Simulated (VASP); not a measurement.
# BN (F-43m) in VASP: further runs

The runs below take BN through single point, relaxation of cell and atoms, with PBE.

Program: VASP 6.6.1. These are calculated values, not measurements. Logs are shortened: lines on timing, memory, paths and dates and some standing lists are left out, and cuts for length are marked.

## Step 1: The structure

The structure is cubic, space group F-43m (No. 216). Conventional cell: a = 3.626 Å, b = 3.626 Å, c = 3.626 Å, α = 90.00°, β = 90.00°, γ = 90.00°. N (site symmetry -43m) is surrounded by 4 B at 1.57 Å. B (site symmetry -43m) is surrounded by 4 N at 1.57 Å.

The cell is a database's computed one.

## Step 2: Single point, PBE

The input, INCAR:

```
SYSTEM = BN
PREC = Accurate
ENCUT = 520
EDIFF = 1E-7
ISMEAR = 0
SIGMA = 0.028999999999999998
LREAL = .FALSE.
LASPH = .TRUE.
NELM = 60
ALGO = Normal
ISIF = 2
LWAVE = .FALSE.
LCHARG = .TRUE.
GGA = PE
LELF = .TRUE.
LVHAR = .TRUE.
```

The input, KPOINTS:

```
Automatic mesh
0
G
  13 13 13
  0 0 0
```

The input, POSCAR:

```
BN
1.0
    0.0000000000      1.8130010000      1.8130010000
    1.8130010000      0.0000000000      1.8130010000
    1.8130010000      1.8130010000      0.0000000000
N B
1 1
Direct
    0.2500000000      0.2500000000      0.2500000000
    0.0000000000      0.0000000000      0.0000000000
```

Potentials or basis: VASP PAW PBE potentials, release 64 (N, B).

Started as:

```sh
$ cat potpaw_PBE.64/N/POTCAR potpaw_PBE.64/B/POTCAR > POTCAR
$ mpirun -np 1 vasp_std > vasp.out
```

OUTCAR:

```text
SYSTEM = BN
   PREC = Accurate
   ENCUT = 520
   EDIFF = 1E-7
   ISMEAR = 0
   LREAL = .FALSE.
   LASPH = .TRUE.
   NELM = 60
   ISIF = 2
   GGA = PE

 ion  position               nearest neighbor table
   1  0.250  0.250  0.250-   2 1.57   2 1.57   2 1.57   2 1.57
   2  0.000  0.000  0.000-   1 1.57   1 1.57   1 1.57   1 1.57

  LATTYP: Found a face centered cubic cell.
 ALAT       =     3.6260020000

  Lattice vectors:

 A1 = (   0.0000000000,   1.8130010000,   1.8130010000)
 A2 = (   1.8130010000,   0.0000000000,   1.8130010000)
 A3 = (   1.8130010000,   1.8130010000,   0.0000000000)

Analysis of symmetry for initial positions (statically):
=====================================================================
 Subroutine PRICEL returns:
 Original cell was already a primitive cell.

 Routine SETGRP: Setting up the symmetry group for a
 face centered cubic supercell.

 Subroutine GETGRP returns: Found 24 space group operations
 (whereof 24 operations were pure point group operations)
 out of a pool of 48 trial point group operations.

The static configuration has the point symmetry T_d .

Analysis of symmetry for dynamics (positions and initial velocities):
=====================================================================
 Subroutine PRICEL returns:
 Original cell was already a primitive cell.

 Routine SETGRP: Setting up the symmetry group for a
 face centered cubic supercell.

 Subroutine GETGRP returns: Found 24 space group operations
 (whereof 24 operations were pure point group operations)
 out of a pool of 48 trial point group operations.

The dynamic configuration has the point symmetry T_d .

 Subroutine INISYM returns: Found 24 space group operations
 (whereof 24 operations are pure point group operations),
 and found     1 'primitive' translations

----------------------------------------------------------------------------------------

                                     Primitive cell

  volume of cell :      11.9186

  direct lattice vectors                    reciprocal lattice vectors
     0.000000000  1.813001000  1.813001000    -0.275785838  0.275785838  0.275785838
     1.813001000  0.000000000  1.813001000     0.275785838 -0.275785838  0.275785838
     1.813001000  1.813001000  0.000000000     0.275785838  0.275785838 -0.275785838

  length of vectors
     2.563970603  2.563970603  2.563970603     0.477675083  0.477675083  0.477675083

  position of ions in fractional coordinates (direct lattice)
     0.250000000  0.250000000  0.250000000
     0.000000000  0.000000000  0.000000000

  ion indices of the primitive-cell ions
   primitive index   ion index
                 1           1
                 2           2

----------------------------------------------------------------------------------------

 KPOINTS: Automatic mesh

Automatic generation of k-mesh.
 Grid dimensions read from file:
 generate k-points for:   13   13   13

 Generating k-lattice:

  Cartesian coordinates                     Fractional coordinates (reciprocal lattice)
    -0.021214295  0.021214295  0.021214295     0.076923077  0.000000000  0.000000000
     0.021214295 -0.021214295  0.021214295     0.000000000  0.076923077  0.000000000
     0.021214295  0.021214295 -0.021214295     0.000000000  0.000000000  0.076923077

  Length of vectors
     0.036744237  0.036744237  0.036744237

  Shift w.r.t. Gamma in fractional coordinates (k-lattice)
     0.000000000  0.000000000  0.000000000

 Subroutine IBZKPT returns following result:
 ===========================================

 Found     84 irreducible k-points:

 Following reciprocal coordinates:
            Coordinates               Weight
  0.000000  0.000000  0.000000      1.000000
  0.076923  0.000000  0.000000      8.000000
  0.153846  0.000000  0.000000      8.000000
  0.230769  0.000000  0.000000      8.000000
  0.307692  0.000000  0.000000      8.000000
  0.384615  0.000000  0.000000      8.000000
[... 16 lines left out ...]
  0.384615  0.153846  0.000000     24.000000
  0.461538  0.153846  0.000000     24.000000
 [... further k-points ...]
   k-points           NKPTS =     84   k-points in BZ     NKDIM =     84   number of bands    NBANDS=      8
   number of dos      NEDOS =    301   number of ions     NIONS =      2
   total plane-waves  NPLWV =   8000
   dimension x,y,z NGX =    20 NGY =   20 NGZ =   20
   dimension x,y,z NGXF=    40 NGYF=   40 NGZF=   40
   ions per type =               1   1
   NGX,Y,Z   is equivalent  to a cutoff of  12.97, 12.97, 12.97 a.u.
   NGXF,Y,Z  is equivalent  to a cutoff of  25.94, 25.94, 25.94 a.u.
 SYSTEM =  BN
   PREC   = accura    normal or accurate (medium, high low for compatibility)
   ISTART =      0    job   : 0-new  1-cont  2-samecut
   ICHARG =      2    charge: 1-file 2-atom 10-const
   ISPIN  =      1    spin polarized calculation?
   LNONCOLLINEAR =      F non collinear calculations
   LSORBIT =      F    spin-orbit coupling
   LASPH  =      T    aspherical Exc in radial PAW
   ENCUT  =  520.0 eV  38.22 Ry    6.18 a.u.   4.77  4.77  4.77*2*pi/ulx,y,z
   NELM   =     60;   NELMIN=  2; NELMDL= -5     # of ELM steps
   EDIFF  = 0.1E-06   stopping-criterion for ELM
   LREAL  =      F    real-space projection
   EDIFFG = 0.1E-05   stopping-criterion for IOM
   NSW    =      0    number of steps for IOM
   IBRION =     -1    ionic relax: 0-MD 1-quasi-New 2-CG
   NFREE  =      0    steps in history (QN), initial steepest desc. (CG)
   ISIF   =      2    stress and relaxation
   ISYM   =      2    0-nonsym 1-usesym 2-fastsym
   POTIM  = 0.5000    time-step for ionic-motion
   TEBEG  =    0.0;   TEEND  =   0.0 temperature during run
   PSTRESS=    0.0 pullay stress
   NELECT =       8.0000    total number of electrons
   NUPDOWN=      -1.0000    fix difference up-down
   EMIN   =  10.00;   EMAX   =-10.00  energy-range for DOS
   EFERMI =   0.00;   METHOD = LEGACY
   ISMEAR =     0;   SIGMA  =   0.03  broadening in eV -4-tet -1-fermi 0-gaus
   EFERMI_NEDOS =   21; number of points for ismear=-14 and -15
   IALGO  =     38    algorithm
   IMIX   =      4    mixing-type and parameters
     AMIX     =   0.40;   BMIX     =  1.00
     AMIX_MAG =   1.60;   BMIX_MAG =  1.00
  volume/ion in A,a.u.               =       5.96        40.22
  Fermi-wavevector in a.u.,A,eV,Ry     =   1.433387  2.708709 27.954506  2.054598
  Thomas-Fermi vector in A             =   2.552911
   LORBIT       =      0    0 simple, 1 ext, 2 COOP (PROOUT), +10 PAW based schemes
   GGA     = PE    functional components
   LHFCALC =     F    Hartree Fock is set to
   AEXX    =    0.0000 exact exchange contribution
   IVDW    =     0    specifies the selected vdW correction
   LEPSILON=     F    determine dielectric tensor
   LRPA    =     F    only Hartree local field effects (RPA)
 non-spin polarized calculation
 Gauss-broadening in eV      SIGMA  =   0.03
  energy-cutoff  :      520.00
  volume of cell :       11.92
 maximum number of plane-waves:       331
   NGX =  9   NGY =  9   NGZ =  9

 number of electron       7.9999999 magnetization

 Free energy of the ion-electron system (eV)
  ---------------------------------------------------
  ext. energy  EPLUGINS =         0.00000000
  ---------------------------------------------------
  free energy    TOTEN  =       -17.45100119 eV

  energy without entropy =      -17.45100119  energy(sigma->0) =      -17.45100119

 E-fermi :   7.4449     XC(G=0): -12.7771

 val. band max:        7.2910933707   @ k =   0.0000   0.0000   0.0000
 cond. band min:      11.8144406956   @ k =   0.4615   0.4615   0.0000
 fundamental gap:      4.5233473249
 Fermi energy:         7.4448905436

 k-point     1 :       0.0000    0.0000    0.0000
  band No.  band energies     occupation
      1     -12.8363      2.00000
      2       7.2911      2.00000
      3       7.2911      2.00000
      4       7.2911      2.00000
      5      16.0675      0.00000
      6      16.0675      0.00000
      7      16.0675      0.00000
      8      17.4925      0.00000

 k-point     2 :       0.0769    0.0000    0.0000
  band No.  band energies     occupation
      1     -12.6932      2.00000
      2       6.5089      2.00000
      3       7.1374      2.00000
      4       7.1374      2.00000
      5      16.2413      0.00000
      6      16.3009      0.00000
      7      16.3009      0.00000
      8      17.9823      0.00000

 k-point     3 :       0.1538    0.0000    0.0000
  band No.  band energies     occupation
      1     -12.2686      2.00000
      2       4.6576      2.00000
      3       6.7527      2.00000
      4       6.7527      2.00000
      5      16.5121      0.00000
      6      16.8648      0.00000
      7      16.8648      0.00000
      8      19.1794      0.00000

 k-point     4 :       0.2308    0.0000    0.0000
  band No.  band energies     occupation
      1     -11.5789      2.00000
      2       2.4194      2.00000
      3       6.2872      2.00000
      4       6.2872      2.00000
      5      16.7777      0.00000
      6      17.4561      0.00000
      7      17.4561      0.00000
      8      20.4586      0.00000

 k-point     5 :       0.3077    0.0000    0.0000
  band No.  band energies     occupation
      1     -10.6645      2.00000
      2       0.1797      2.00000
      3       5.8629      2.00000
      4       5.8629      2.00000
      5      17.0218      0.00000
      6      17.8258      0.00000
      7      17.8258      0.00000
      8      21.4627      0.00000
[... 177 lines left out ...]
 k-point    22 :       0.3077    0.1538    0.0000
  band No.  band energies     occupation
      1     -10.8192      2.00000
      2       1.7979      2.00000
      3       4.7662      2.00000
      4       5.1666      2.00000
      5      15.4242      0.00000
      6      19.1410      0.00000
      7      19.6710      0.00000
      8      20.0330      0.00000

 k-point    23 :       0.3846    0.1538    0.0000
  band No.  band energies     occupation
      1      -9.8746      2.00000
      2      -0.2140      2.00000
      3       4.5217      2.00000
      4       4.6013      2.00000
      5      15.8246      0.00000
      6      19.3302      0.00000
      7      19.8675      0.00000
      8      20.7523      0.00000

 k-point    24 :       0.4615    0.1538    0.0000
  band No.  band energies     occupation
      1      -8.8968      2.00000
      2      -1.9087      2.00000
      3       4.0504      2.00000
      4       4.4882      2.00000
      5      16.1426      0.00000
      6      19.3091      0.00000
      7      19.7406      0.00000
      8      21.8686      0.00000

 [... further k-points ...]

------------------------ aborting loop because EDIFF is reached ----------------------------------------

  FORCE on cell =-STRESS in cart. coord.  units (eV):
  Direction    XX          YY          ZZ          XY          YZ          ZX
  --------------------------------------------------------------------------------------
  -------------------------------------------------------------------------------------
  Total       -0.0126093     -0.0126093     -0.0126093      0.0000000      0.0000000      0.0000000
  in kB       -1.6950310     -1.6950310     -1.6950310      0.0000000      0.0000000      0.0000000
  external PRESSURE =      -1.6950310 kB  Pullay stress =       0.0000000 kB

 VOLUME and BASIS-vectors are now :
 -----------------------------------------------------------------------------
  energy-cutoff  :      520.00
  volume of cell :       11.92
      direct lattice vectors                 reciprocal lattice vectors
     0.000000000  1.813001000  1.813001000    -0.275785838  0.275785838  0.275785838
     1.813001000  0.000000000  1.813001000     0.275785838 -0.275785838  0.275785838
     1.813001000  1.813001000  0.000000000     0.275785838  0.275785838 -0.275785838

 POSITION                                       TOTAL-FORCE (eV/Angst)
 -----------------------------------------------------------------------------------
      0.90650      0.90650      0.90650        -0.000000     -0.000000     -0.000000
      0.00000      0.00000      0.00000         0.000000      0.000000      0.000000
 -----------------------------------------------------------------------------------
    total drift:                                0.000000      0.000000      0.000000

  FREE ENERGIE OF THE ION-ELECTRON SYSTEM (eV)
  ---------------------------------------------------
  free  energy   TOTEN  =       -17.4510011946 eV

  energy  without entropy=      -17.4510011946  energy(sigma->0) =      -17.45100119
```

It took 5.7 s on 1 thread of Intel Xeon Platinum 8375C at 2.90GHz (Ice Lake), shared host; peak memory 0.12 GiB.

What came out:

- Free energy: -17.4510 eV
- Pressure: -0.2 GPa
- Band gap on the k mesh: 4.52 eV, indirect (least direct gap 8.78 eV)

Levels at points of the mesh, in eV from the valence-band top:
```tsv
k point	band 2	band 3	band 4	band 5	band 6	band 7
(0.00, 0.00, 0.00)	0.00	0.00	0.00	8.78	8.78	8.78
```

Caveat: an odd mesh through Γ misses points on the zone boundary, where band edges often lie.

## Step 3: Relaxation of cell and atoms, PBE

The input, INCAR:

```
PREC = Accurate
ENCUT = 980
EDIFF = 1E-7
ISMEAR = -1
SIGMA = 0.05
LREAL = False
LASPH = True
NELM = 100
ALGO = Fast
ISIF = 3
LWAVE = False
LCHARG = False
GGA = PE
IBRION = 2
NSW = 60
EDIFFG = -0.02
```

The input, KPOINTS:

```
Automatic mesh
0
Gamma
  13 13 13
```

POSCAR is that of step 2.

Potentials or basis: VASP PAW PBE potentials, release 64 (N_h, B_h).

Started as:

```sh
$ cat potpaw_PBE.64/N_h/POTCAR potpaw_PBE.64/B_h/POTCAR > POTCAR
$ mpirun -np 1 vasp_std > vasp.out
```

It took 17 s on 1 thread of Intel Xeon Platinum 8375C at 2.90GHz (Ice Lake), shared host; peak memory 0.15 GiB.

It converged, with:

| Property | Result |
| --- | --- |
| Free energy | -17.4696 eV |
| Pressure after relaxing | -0.5 GPa |
| Band gap on the k mesh | 4.53 eV, indirect (least direct gap 8.79 eV) |

Final structure:
```cif
data_structure
_symmetry_space_group_name_H-M 'P 1'
_symmetry_Int_Tables_number 1
_cell_length_a 2.5640
_cell_length_b 2.5640
_cell_length_c 2.5640
_cell_angle_alpha 60.000
_cell_angle_beta 60.000
_cell_angle_gamma 60.000
_cell_volume 11.92
loop_
_atom_site_label
_atom_site_type_symbol
_atom_site_fract_x
_atom_site_fract_y
_atom_site_fract_z
_atom_site_occupancy
N1 N 0.25000 0.25000 0.25000 1
B1 B 0.00000 0.00000 0.00000 1
```

Levels at points of the mesh, in eV from the valence-band top:
```csv
k point,band 1,band 2,band 3,band 4,band 5,band 6,band 7,band 8
"(0.00, 0.00, 0.00)",-20.13,0.00,0.00,0.00,8.79,8.79,8.79,10.21
```

Caveat: the relaxation stopped at its first step, so nothing moved; an odd mesh through Γ misses points on the zone boundary, where band edges often lie.

## Step 4: Relaxation of cell and atoms, PBE

The input, INCAR:

```
SYSTEM = BN
  ALGO = Fast
  EDIFF = 1E-7
  EDIFFG = -0.01
  ENCUT = 480
  GGA = PE
  IBRION = 2
  ISIF = 3
  ISMEAR = -1
  LASPH = .TRUE.
  LCHARG = .FALSE.
  LREAL = .FALSE.
  LWAVE = .FALSE.
  NELM = 100
  NSW = 60
  PREC = Accurate
  SIGMA = 0.05
```

The input, KPOINTS:

```
k-points
0
G
  13 13 13
  0 0 0
```

POSCAR is that of step 3.

Potentials or basis: VASP PAW PBE potentials, release 64 (N_s, B_s).

Started as:

```sh
$ cat potpaw_PBE.64/N_s/POTCAR potpaw_PBE.64/B_s/POTCAR > POTCAR
$ mpirun -np 1 vasp_std > vasp.out
```

Wall time 6.8 s (1 thread of Intel Xeon Platinum 8375C at 2.90GHz (Ice Lake), shared host); peak memory 0.12 GiB.

The run converged. Its results:

* Free energy: -17.4304 eV
* Pressure after relaxing: 0.2 GPa
* Band gap on the k mesh: 4.54 eV, indirect (least direct gap 8.78 eV)

Final structure:
```
CELL_PARAMETERS angstrom
0.00000 1.81300 1.81300
1.81300 0.00000 1.81300
1.81300 1.81300 0.00000
ATOMIC_POSITIONS crystal
N 0.25000 0.25000 0.25000
B 0.00000 0.00000 0.00000
```

Levels at points of the mesh, in eV from the valence-band top:
```tsv
k point	band 1	band 2	band 3	band 4	band 5	band 6	band 7	band 8
(0.00, 0.00, 0.00)	-20.13	0.00	0.00	0.00	8.78	8.78	8.78	10.21
```

Caveat: the relaxation stopped at its first step, so nothing moved; an odd mesh through Γ misses points on the zone boundary, where band edges often lie.

## Step 5: For comparison

An earlier run on the cell as given: functional PBEsol; potentials or basis VASP PAW PBE potentials, release 64 (N, B); cutoff 520 eV; k mesh 13 × 13 × 13; occupations fermi-dirac, width 0.05 eV; no spin polarisation.

* Pressure: -5.7 GPa
* Band gap on the k mesh: 4.34 eV, indirect (least direct gap 8.72 eV)

## Step 6: Summary

```tsv
task	level	potentials or basis	cell	cutoff (eV)	smearing	ladder	gap on the mesh (eV)	pressure (GPa)
single point	PBE	VASP PAW PBE potentials, release 64 (N, B)	as given	520	gaussian 0.029 eV	-	4.52	-0.2
relaxation of cell and atoms	PBE	VASP PAW PBE potentials, release 64 (N_h, B_h)	relaxed	980	fermi-dirac 0.05 eV	-	4.53	-0.5
relaxation of cell and atoms	PBE	VASP PAW PBE potentials, release 64 (N_s, B_s)	relaxed	480	fermi-dirac 0.05 eV	-	4.54	0.2
single point	PBEsol	VASP PAW PBE potentials, release 64 (N, B)	as given	520	fermi-dirac 0.05 eV	free	4.34	-5.7
```

Alike in all rows: no spin polarisation; k mesh 13 × 13 × 13.

Caveats: an odd mesh through Γ misses points on the zone boundary, where band edges often lie; the relaxation stopped at its first step, so nothing moved (some runs); the PAW data sets were made with another functional, which shifts forces and pressure a little (some runs).

Absolute energies hang on the potentials; compare differences alone.

## Step 7: Comparison with measurements

Step 2. The gap isn't set beside the measured one, since this odd mesh misses points on the zone boundary.
